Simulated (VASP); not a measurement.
# KBr (Fm-3m) in VASP: further runs, part 3 of 3

VASP 6.6.1.

## Step 5: Relaxation of the atoms, LDA (a relaxed cell with its volume scaled by 1.06)

Contents of INCAR:

```
PREC = Accurate
ENCUT = 600
EDIFF = 1E-7
ISMEAR = 0
SIGMA = 0.03
LREAL = False
LASPH = True
NELM = 80
ALGO = Normal
ISIF = 2
LWAVE = False
LCHARG = False
IBRION = 2
NSW = 40
EDIFFG = -0.01
```

Contents of KPOINTS:

```
regular mesh
0
Gamma
  8 8 8
```

Contents of POSCAR:

```
KBr                                     
1.0
    0.0000000000      3.2534974857      3.2534974857
    3.2534974857      0.0000000000      3.2534974857
    3.2534974857      3.2534974857      0.0000000000
  K               Br            
     1     1
Direct
     0.0000000000000000    0.0000000000000000    0.0000000000000000
     0.5000000000000000    0.5000000000000000    0.5000000000000000
```

Potentials or basis: VASP PAW LDA potentials, release 64 (K_sv, Br).

Started as:

```
$ cat potpaw_LDA.64/K_sv/POTCAR potpaw_LDA.64/Br/POTCAR > POTCAR
$ mpirun -np 1 vasp_std > vasp.out
```

OUTCAR:

```text
PREC = Accurate
   ENCUT = 600
   EDIFF = 1E-7
   ISMEAR = 0
   LREAL = False
   LASPH = True
   NELM = 80
   ISIF = 2
   IBRION = 2
   NSW = 40
   EDIFFG = -0.01

 ion  position               nearest neighbor table
   1  0.000  0.000  0.000-   2 3.25   2 3.25   2 3.25   2 3.25   2 3.25   2 3.25
   2  0.500  0.500  0.500-   1 3.25   1 3.25   1 3.25   1 3.25   1 3.25   1 3.25

  LATTYP: Found a face centered cubic cell.
 ALAT       =     6.5069949714

  Lattice vectors:

 A1 = (   0.0000000000,   3.2534974857,   3.2534974857)
 A2 = (   3.2534974857,   0.0000000000,   3.2534974857)
 A3 = (   3.2534974857,   3.2534974857,   0.0000000000)

Analysis of symmetry for initial positions (statically):
=====================================================================
 Subroutine PRICEL returns:
 Original cell was already a primitive cell.

 Routine SETGRP: Setting up the symmetry group for a
 face centered cubic supercell.

 Subroutine GETGRP returns: Found 48 space group operations
 (whereof 48 operations were pure point group operations)
 out of a pool of 48 trial point group operations.

The static configuration has the point symmetry O_h .

Analysis of symmetry for dynamics (positions and initial velocities):
=====================================================================
 Subroutine PRICEL returns:
 Original cell was already a primitive cell.

 Routine SETGRP: Setting up the symmetry group for a
 face centered cubic supercell.

 Subroutine GETGRP returns: Found 48 space group operations
 (whereof 48 operations were pure point group operations)
 out of a pool of 48 trial point group operations.

The dynamic configuration has the point symmetry O_h .

 Subroutine INISYM returns: Found 48 space group operations
 (whereof 48 operations are pure point group operations),
 and found     1 'primitive' translations

----------------------------------------------------------------------------------------

                                     Primitive cell

  volume of cell :      68.8781

  direct lattice vectors                    reciprocal lattice vectors
     0.000000000  3.253497486  3.253497486    -0.153680770  0.153680770  0.153680770
     3.253497486  0.000000000  3.253497486     0.153680770 -0.153680770  0.153680770
     3.253497486  3.253497486  0.000000000     0.153680770  0.153680770 -0.153680770

  length of vectors
     4.601140269  4.601140269  4.601140269     0.266182902  0.266182902  0.266182902

  position of ions in fractional coordinates (direct lattice)
     0.000000000  0.000000000  0.000000000
     0.500000000  0.500000000  0.500000000

  ion indices of the primitive-cell ions
   primitive index   ion index
                 1           1
                 2           2

----------------------------------------------------------------------------------------

 KPOINTS: regular mesh

Automatic generation of k-mesh.
 Grid dimensions read from file:
 generate k-points for:    8    8    8

 Generating k-lattice:

  Cartesian coordinates                     Fractional coordinates (reciprocal lattice)
    -0.019210096  0.019210096  0.019210096     0.125000000  0.000000000  0.000000000
     0.019210096 -0.019210096  0.019210096     0.000000000  0.125000000  0.000000000
[... 42 lines left out ...]
   total plane-waves  NPLWV =  64000
   dimension x,y,z NGX =    40 NGY =   40 NGZ =   40
   dimension x,y,z NGXF=    80 NGYF=   80 NGZF=   80
   ions per type =               1   1
   NGX,Y,Z   is equivalent  to a cutoff of  14.45, 14.45, 14.45 a.u.
   NGXF,Y,Z  is equivalent  to a cutoff of  28.91, 28.91, 28.91 a.u.
 SYSTEM =  unknown system
   PREC   = accura    normal or accurate (medium, high low for compatibility)
   ISTART =      0    job   : 0-new  1-cont  2-samecut
   ICHARG =      2    charge: 1-file 2-atom 10-const
   ISPIN  =      1    spin polarized calculation?
   LNONCOLLINEAR =      F non collinear calculations
   LSORBIT =      F    spin-orbit coupling
   LASPH  =      T    aspherical Exc in radial PAW
   ENCUT  =  600.0 eV  44.10 Ry    6.64 a.u.   9.19  9.19  9.19*2*pi/ulx,y,z
   NELM   =     80;   NELMIN=  2; NELMDL= -5     # of ELM steps
   EDIFF  = 0.1E-06   stopping-criterion for ELM
   LREAL  =      F    real-space projection
   EDIFFG = -.1E-01   stopping-criterion for IOM
   NSW    =     40    number of steps for IOM
   IBRION =      2    ionic relax: 0-MD 1-quasi-New 2-CG
   NFREE  =      1    steps in history (QN), initial steepest desc. (CG)
   ISIF   =      2    stress and relaxation
   ISYM   =      2    0-nonsym 1-usesym 2-fastsym
   POTIM  = 0.5000    time-step for ionic-motion
   TEBEG  =    0.0;   TEEND  =   0.0 temperature during run
   PSTRESS=    0.0 pullay stress
   NELECT =      16.0000    total number of electrons
   NUPDOWN=      -1.0000    fix difference up-down
   EMIN   =  10.00;   EMAX   =-10.00  energy-range for DOS
   EFERMI =   0.00;   METHOD = LEGACY
   ISMEAR =     0;   SIGMA  =   0.03  broadening in eV -4-tet -1-fermi 0-gaus
   EFERMI_NEDOS =   21; number of points for ismear=-14 and -15
   IALGO  =     38    algorithm
   IMIX   =      4    mixing-type and parameters
     AMIX     =   0.40;   BMIX     =  1.00
     AMIX_MAG =   1.60;   BMIX_MAG =  1.00
  volume/ion in A,a.u.               =      34.44       232.41
  Fermi-wavevector in a.u.,A,eV,Ry     =   1.006362  1.901749 13.779505  1.012765
  Thomas-Fermi vector in A             =   2.139100
   LORBIT       =      0    0 simple, 1 ext, 2 COOP (PROOUT), +10 PAW based schemes
   GGA     = CA    functional components
   LHFCALC =     F    Hartree Fock is set to
   AEXX    =    0.0000 exact exchange contribution
   IVDW    =     0    specifies the selected vdW correction
   LEPSILON=     F    determine dielectric tensor
   LRPA    =     F    only Hartree local field effects (RPA)
 conjugate gradient relaxation of ions
 non-spin polarized calculation
 Gauss-broadening in eV      SIGMA  =   0.03
  energy-cutoff  :      600.00
  volume of cell :       68.88
 maximum number of plane-waves:      2332
 NGX is ok and might be reduce to    40
   NGX = 19   NGY = 19   NGZ = 19

 number of electron      16.0000001 magnetization

 Free energy of the ion-electron system (eV)
  ---------------------------------------------------
  ext. energy  EPLUGINS =         0.00000000
  ---------------------------------------------------
  free energy    TOTEN  =        -6.82189429 eV

  energy without entropy =       -6.82189429  energy(sigma->0) =       -6.82189429

 E-fermi :  -1.5997     XC(G=0):  -8.0578

 val. band max:       -1.7342837209   @ k =   0.0000   0.0000   0.0000
 cond. band min:       2.4163459539   @ k =   0.0000   0.0000   0.0000
 fundamental gap:      4.1506296747
 Fermi energy:        -1.5997444983

 k-point     1 :       0.0000    0.0000    0.0000
  band No.  band energies     occupation
      1     -29.0581      2.00000
      2     -14.1127      2.00000
      3     -12.7774      2.00000
      4     -12.7774      2.00000
      5     -12.7774      2.00000
      6      -1.7343      2.00000
      7      -1.7343      2.00000
      8      -1.7343      2.00000
      9       2.4163      0.00000
     10       5.6143      0.00000
     11       5.6143      0.00000
     12       5.6143      0.00000
[... 331 lines left out ...]
 k-point    24 :      -0.3750    0.2500    0.1250
  band No.  band energies     occupation
      1     -29.0490      2.00000
      2     -14.1982      2.00000
      3     -12.8225      2.00000
      4     -12.8036      2.00000
      5     -12.6140      2.00000
      6      -2.8257      2.00000
      7      -2.2633      2.00000
      8      -2.1464      2.00000
      9       5.0370      0.00000
     10       5.8538      0.00000
     11       7.0465      0.00000
     12       7.4590      0.00000

 [... further k-points ...]

------------------------ aborting loop because EDIFF is reached ----------------------------------------

  FORCE on cell =-STRESS in cart. coord.  units (eV):
  Direction    XX          YY          ZZ          XY          YZ          ZX
  --------------------------------------------------------------------------------------
  -------------------------------------------------------------------------------------
  Total       -0.4367351     -0.4367351     -0.4367351     -0.0000000     -0.0000000      0.0000000
  in kB      -10.1589139    -10.1589139    -10.1589139     -0.0000000     -0.0000000      0.0000000
  external PRESSURE =     -10.1589139 kB  Pullay stress =       0.0000000 kB

 VOLUME and BASIS-vectors are now :
 -----------------------------------------------------------------------------
  energy-cutoff  :      600.00
  volume of cell :       68.88
      direct lattice vectors                 reciprocal lattice vectors
     0.000000000  3.253497486  3.253497486    -0.153680770  0.153680770  0.153680770
     3.253497486  0.000000000  3.253497486     0.153680770 -0.153680770  0.153680770
     3.253497486  3.253497486  0.000000000     0.153680770  0.153680770 -0.153680770

 POSITION                                       TOTAL-FORCE (eV/Angst)
 -----------------------------------------------------------------------------------
      0.00000      0.00000      0.00000        -0.000000     -0.000000     -0.000000
      3.25350      3.25350      3.25350         0.000000      0.000000      0.000000
 -----------------------------------------------------------------------------------
    total drift:                                0.000000     -0.000000     -0.000000

  FREE ENERGIE OF THE ION-ELECTRON SYSTEM (eV)
  ---------------------------------------------------
  free  energy   TOTEN  =        -6.8218942903 eV

  energy  without entropy=       -6.8218942903  energy(sigma->0) =       -6.82189429

 reached required accuracy - stopping structural energy minimisation
```

CONTCAR:

```text
KBr
   1.00000000000000
     0.0000000000000000    3.2534974857000001    3.2534974857000001
     3.2534974857000001    0.0000000000000000    3.2534974857000001
     3.2534974857000001    3.2534974857000001    0.0000000000000000
  K               Br
     1     1
Direct
     0.0000000000000000    0.0000000000000000    0.0000000000000000
     0.5000000000000000    0.5000000000000000    0.5000000000000000

  0.00000000E+00  0.00000000E+00  0.00000000E+00
  0.00000000E+00  0.00000000E+00  0.00000000E+00
```

Run time: 24 s. Hardware: 1 thread of Intel Xeon 6975P-C (Granite Rapids), shared host; peak memory 0.19 GiB.

Results:

```
Free energy             : -6.8219 eV
Pressure after relaxing : -1.0 GPa
Band gap on the k mesh  : 4.15 eV, direct
```

Final structure:
```
CELL_PARAMETERS angstrom
0.00000 3.25350 3.25350
3.25350 0.00000 3.25350
3.25350 3.25350 0.00000
ATOMIC_POSITIONS crystal
K 0.00000 0.00000 0.00000
Br 0.50000 0.50000 0.50000
```

Caveat: the relaxation stopped at its first step, so nothing moved. A k mesh can miss the band edges.

## Step 6: Relaxation of cell and atoms, PBE

This run uses another cell than the first one, of 35.94 Å³/atom, 1.106 times its volume.

Contents of INCAR:

```
SYSTEM = KBr
  PREC = Accurate
  ENCUT = 600
  EDIFF = 1E-6
  ISMEAR = 0
  SIGMA = 0.03
  LREAL = .False.
  LASPH = .True.
  NELM = 80
  ALGO = Normal
  ISIF = 3
  LWAVE = .False.
  LCHARG = .False.
  GGA = PE
  IBRION = 2
  NSW = 90
  EDIFFG = -0.01
```

Contents of KPOINTS:

```
Automatic mesh
0
Gamma
  8 8 8
  0 0 0
```

Contents of POSCAR:

```
KBr
1.0
    0.0000000000      3.3000000000      3.3000000000
    3.3000000000      0.0000000000      3.3000000000
    3.3000000000      3.3000000000      0.0000000000
K Br
1 1
Direct
    0.0000000000      0.0000000000      0.0000000000
    0.5000000000      0.5000000000      0.5000000000
```

Potentials or basis: VASP PAW PBE potentials, release 64 (K_sv, Br).

Started as:

```
$ cat potpaw_PBE.64/K_sv/POTCAR potpaw_PBE.64/Br/POTCAR > POTCAR
$ mpirun -np 1 vasp_std > vasp.out
```

It took 46 s on 1 thread of Intel Xeon Platinum 8488C (Sapphire Rapids), shared host; peak memory 0.26 GiB.

It converged, with:

| Quantity | Value |
| --- | --- |
| Free energy | -6.2235 eV |
| Relaxed volume | 37.64 Å³/atom |
| Relaxed cell | a = 4.740 Å, b = 4.740 Å, c = 4.740 Å, α = 60.00°, β = 60.00°, γ = 60.00° |
| Space group after relaxing (to 0.05 Å) | Fm-3m (No. 225) |
| Energy gained by relaxing | 4.2 meV/atom |
| Ionic steps | 3 |
| Pressure after relaxing | 0.0 GPa |
| Band gap on the k mesh | 4.31 eV, direct |

The path:
```csv
step,energy change (eV),largest force (eV/Å),pressure (GPa),volume (Å³)
1,0.0000,0.0000,0.77,71.87
2,-0.0063,0.0000,0.35,73.69
3,-0.0084,0.0000,0.04,75.28
```

Final structure:
```
CELL_PARAMETERS angstrom
0.00000 3.35137 3.35137
3.35137 0.00000 3.35137
3.35137 3.35137 0.00000
ATOMIC_POSITIONS crystal
K 0.00000 0.00000 0.00000
Br 0.50000 0.50000 0.50000
```

Levels at points of the mesh, in eV from the valence-band top:
```csv
k point,band 5,band 6,band 7,band 8,band 9,band 10,band 11,band 12
"(0.00, 0.00, 0.00)",-11.36,0.00,0.00,0.00,4.31,7.59,7.59,7.59
"(0.50, 0.00, 0.00)",-11.13,-1.09,-0.30,-0.30,6.49,8.06,9.63,9.63
"(0.50, 0.50, 0.00)",-11.39,-0.77,-0.27,-0.27,5.91,7.03,9.25,9.29
```

A k mesh can miss the band edges. Expect the measured gap to be larger: semilocal functionals such as PBE lack the derivative discontinuity.

## Step 7: Overview

| task | level | potentials or basis | cell | gap on the mesh (eV) | pressure (GPa) |
| --- | --- | --- | --- | --- | --- |
| relaxation of the atoms | LDA | VASP PAW LDA potentials, release 64 (K_sv, Br) | atoms relaxed | 4.32 | 0.0 |
| relaxation of the atoms | LDA | VASP PAW LDA potentials, release 64 (K_sv, Br) | atoms relaxed from: a relaxed cell with its volume scaled by 1.02 | 4.26 | -0.4 |
| relaxation of the atoms | LDA | VASP PAW LDA potentials, release 64 (K_sv, Br) | atoms relaxed from: a relaxed cell with its volume scaled by 1.04 | 4.20 | -0.7 |
| relaxation of the atoms | LDA | VASP PAW LDA potentials, release 64 (K_sv, Br) | atoms relaxed from: a relaxed cell with its volume scaled by 1.06 | 4.15 | -1.0 |
| relaxation of cell and atoms | PBE | VASP PAW PBE potentials, release 64 (K_sv, Br) | relaxed | 4.31 | 0.0 |

Alike in all rows: no spin polarisation; k mesh 8 × 8 × 8; cutoff (eV) 600; smearing gaussian 0.03 eV.

Caveats: the relaxation stopped at its first step, so nothing moved (some runs).

Total energies depend on the potentials used, so only differences within one code and one set of settings carry meaning.
